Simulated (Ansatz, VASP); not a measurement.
## NaCl in VASP and in Ansatz

```xyz
2
Lattice="2.8314 0.0000 0.0000 0.0000 2.8314 0.0000 0.0000 0.0000 2.8600" Properties=species:S:1:pos:R:3 pbc="T T T"
Na    0.0000    0.0000    0.0000
Cl    1.4157    1.4157    1.4300
```

Change from the starting cell: equal xx and yy strain of -1 %.

Alike in both runs: task single point; functional PBEsol; k mesh 9 × 9 × 9; occupations fermi-dirac, width 0.03 eV; no spin polarisation.

|  | VASP | Ansatz |
| --- | --- | --- |
| version | VASP 6.6.1 | Ansatz 0.2.0 |
| potentials or method | VASP PAW PBE potentials, release 64 (Na_pv, Cl), cutoff 520 eV | all-electron LAPW, scalar-relativistic |

Ansatz gave:

| Quantity | Value |
| --- | --- |
| gap on the k mesh at the Fermi level (eV) | 4.37 |
| pressure (GPa) | 64.5 |
| largest component of the traceless stress (GPa) | 1.78 |

Which values does VASP return?

gap on the k mesh at the Fermi level (eV): 4.43; pressure (GPa): 65.2; largest component of the traceless stress (GPa): 1.77.

Ansatz ran all-electron here, so the differences hold the error of VASP's frozen core and of both bases.

Caveats: the cell as given lies far from equilibrium; so large a pressure means that the cell lies far from this level's equilibrium, or that cutoff or potentials fall short (VASP); the potentials were made for another functional, which shifts forces and pressure (VASP); an odd mesh through Γ misses points on the zone boundary, where band edges often lie.
